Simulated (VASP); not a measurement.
A run of VASP 6.6.1:

The input INCAR:

```
SYSTEM = SnSe
PREC = Accurate ; ENCUT = 520
EDIFF = 1E-6 ; ISMEAR = 0
SIGMA = 0.02 ; LREAL = .FALSE.
LASPH = .TRUE. ; NELM = 100
ALGO = Normal ; ISIF = 2
LWAVE = .FALSE. ; LCHARG = .FALSE.
GGA = PS ; NBANDS = 17
```

The input KPOINTS:

```
regular mesh
0
G
  8 8 8
  0 0 0
```

POSCAR

```
SnSe
1.0
    0.0000000000      2.9727546659      2.9727546659
    2.9727546659      0.0000000000      2.9727546659
    2.9727546659      2.9727546659      0.0000000000
Sn Se
1 1
Direct
    0.0000000000      0.0000000000      0.0000000000
    0.5000000000      0.5000000000      0.5000000000
```

Potentials or basis: VASP PAW PBE potentials, release 64 (Sn_d, Se).

Launch:

```bash
$ cat potpaw_PBE.64/Sn_d/POTCAR potpaw_PBE.64/Se/POTCAR > POTCAR
$ mpirun -np 1 vasp_std > vasp.out
```

Hardware: 1 thread of AMD EPYC 9R45 96-Core Processor (Zen 5), with other jobs on the host.

Question: Estimate the wall time of this run.

Answer: Wall time 13 s on 1 thread of AMD EPYC 9R45 96-Core Processor (Zen 5) (shared host), peak memory 0.16 GiB. Counts: scf iterations 12, k points 29.
